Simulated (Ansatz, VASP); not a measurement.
**One calculation of BN, two programs**

```xyz
4
Lattice="2.5186 -0.0216 -0.0024 -1.2780 2.2002 -0.0215 -0.0067 -0.0735 6.9621" Properties=species:S:1:pos:R:3 pbc="T T T"
B    -0.0127    1.4731    1.7717
B     1.2826    0.6644    5.2315
N    -0.0335    1.4798    5.2481
N     1.2315    0.5929    1.6251
```

Change from the starting cell: all atoms moved at random, sigma 0.05 Å a component, cell strained at random, sigma 0.01.

Alike in both runs: task single point; functional PBEsol; k mesh 12 × 12 × 4; occupations gaussian, width 0.05 eV; no spin polarisation.

```csv
,VASP,Ansatz
version,VASP 6.6.1,Ansatz 0.2.0
potentials or method,"VASP PAW PBE potentials, release 64 (B, N)","scalar-relativistic, plane waves, PAW"
plane-wave cutoff (eV),520,420
valence electrons in the cell,16,16
```

```tsv
	VASP	Ansatz	Ansatz less VASP
gap on the k mesh at the Fermi level (eV)	3.27	3.28	+0.009
least direct gap on the mesh (eV)	4.13	4.14	+0.010
pressure (GPa)	-0.5	-0.7	-0.21
largest component of the traceless stress (GPa)	10.64	10.36	-0.277
rms of the force components (eV/Å)	3.015	3.013	-0.0021
```

Atom by atom the forces differ by 0.003 eV/Å (rms over components). With one functional, cell and mesh, what is left measures potentials, basis and numerics.

Caveats: the PAW data sets were made with another functional, which shifts forces and pressure a little (VASP). A k mesh can miss the band edges.
